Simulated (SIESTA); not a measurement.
The system is AlN.

```
CELL_PARAMETERS angstrom
3.11300 0.00000 0.00000
-1.55650 2.69594 0.00000
0.00000 0.00000 4.98100
ATOMIC_POSITIONS crystal
Al 0.66667 0.33333 0.50000
Al 0.33333 0.66667 0.00000
N 0.66667 0.33333 0.88000
N 0.33333 0.66667 0.38000
```

Program: SIESTA 5.4.2. Alike in all runs: task band structure; no spin polarisation; cell as given; k mesh 10 × 10 × 6; smearing fermi-dirac 0.05 eV; grid cutoff 800 Ry.

Problem. Order these runs on this cell by their pressure, lowest first.
A. level AM05; potentials or basis PseudoDojo 0.4 standard (PBEsol files), DZP (energy shift 0.002 Ry; radii capped at 9.5 bohr); energy shift 0.002 Ry
B. level LDA; potentials or basis PseudoDojo 0.4 standard (LDA files), DZP (energy shift 0.002 Ry; radii capped at 9.5 bohr); energy shift 0.002 Ry
C. level PBE; potentials or basis PseudoDojo 0.4 standard (PBE files), TZDP (energy shift 0.01 Ry); energy shift 0.01 Ry

Solution. B (-3.6 GPa), A (1.8 GPa), C (5.0 GPa).

Caveats: the basis of atomic orbitals isn't converged, which shifts pressures, moduli and gaps; the potentials were made for another functional, which shifts forces and pressure (some runs).
